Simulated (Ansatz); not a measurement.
# SiSe2 (Ibam): zero-pressure volume and bulk modulus with BLYP

Aim: take the cell of SiSe2 (Ibam) to zero pressure with BLYP, then fit an equation of state.

Program: Ansatz 0.2.0. Level of theory: DFT BLYP, scalar-relativistic, plane waves, PAW. These are calculated values, not measurements.

2 further runs of the same task are left out: 1 that didn't finish, 1 set aside as unsound or not needed. Runs told in other sessions of the task aren't counted.

## Step 1: Starting point

It takes space group Ibam (No. 72, orthorhombic). The conventional cell has a = 5.955 Å, b = 9.707 Å, c = 5.864 Å, α = 90.00°, β = 90.00°, γ = 90.00°. Around Si (site symmetry 222) lie 4 Se at 2.30 Å. Se (site symmetry m) has 2 Si at 2.30 Å in its first shell of neighbours.

As a file:

```cif
data_structure
_symmetry_space_group_name_H-M 'Ibam'
_symmetry_Int_Tables_number 72
_cell_length_a 5.9550
_cell_length_b 9.7073
_cell_length_c 5.8642
_cell_angle_alpha 90.000
_cell_angle_beta 90.000
_cell_angle_gamma 90.000
_cell_volume 338.99
loop_
_atom_site_label
_atom_site_type_symbol
_atom_site_symmetry_multiplicity
_atom_site_Wyckoff_symbol
_atom_site_fract_x
_atom_site_fract_y
_atom_site_fract_z
_atom_site_occupancy
Si1 Si 4 a 0.00000 0.00000 0.25000 1
Se1 Se 8 j 0.28295 0.62419 0.50000 1
```

At PBE, an earlier run found 1.29 GPa for this cell of 28.249 Å³/atom (6×6×6 mesh), mesh gap 1.65 eV.

## Step 2: At the given cell

input.yaml reads:

```yaml
crystal:
  lattice:
    - [-2.9774983522, 4.8536281476, 2.932119648]
    - [2.9774983522, -4.8536281476, 2.932119648]
    - [2.9774983522, 4.8536281476, -2.932119648]
  atoms:
    - { symbol: Si, position: [0.25, 0.25, 0.0] }
    - { symbol: Si, position: [0.75, 0.75, 0.0] }
    - { symbol: Se, position: [0.1241880396, 0.7829475305, 0.9071355701] }
    - { symbol: Se, position: [0.8758119604, 0.2170524695, 0.0928644299] }
    - { symbol: Se, position: [0.6241880396, 0.7170524695, 0.3412405092] }
    - { symbol: Se, position: [0.3758119604, 0.2829475305, 0.6587594908] }
basis:
  ecutwfc: 420
  ecutrho_ratio: 4
kpoints:
  mp_grid: { grid: [6, 6, 6] }
hamiltonian:
  xc: blyp
scf:
  occupations: { method: gaussian, width: 0.05 }
output:
  forces: true
  stress: true
  eigenvalues: true
relax:
  f_tol: 0.02
  max_steps: 40
  cell: { stress_tol: 0.2, fix: [volume] }
```

On the command line:

```
ansatz run input.yaml --threads 4 --pin off --max-ram 8192MiB --backend cpu --events-out ev --progress --plain --runs-dir out
```

The runs that follow: A step to a new volume; A step to a new volume; A step to a new volume; A step to a new volume; A step to a new volume; A step to a new volume; Volume × 0.98 of the new zero; Volume × 1.02 of the new zero; Volume × 0.96 of the new zero; Volume × 1.04 of the new zero.

**Question.** What will these runs give? Wanted: volume nearest zero pressure; fit.

**Answer**, as computed:

```
                    quantity                       value
volume nearest zero pressure  52.697 Å³/atom at 0.07 GPa
       gap on the mesh there                     2.34 eV
                         fit           no modulus quoted
                 time in all                       6 min
```

**Reading.** The points of this series lie on one side of the minimum, so the fit isn't pinned and no modulus is quoted. No dispersion term is included, so distances between weakly bound layers or units are the least certain numbers.
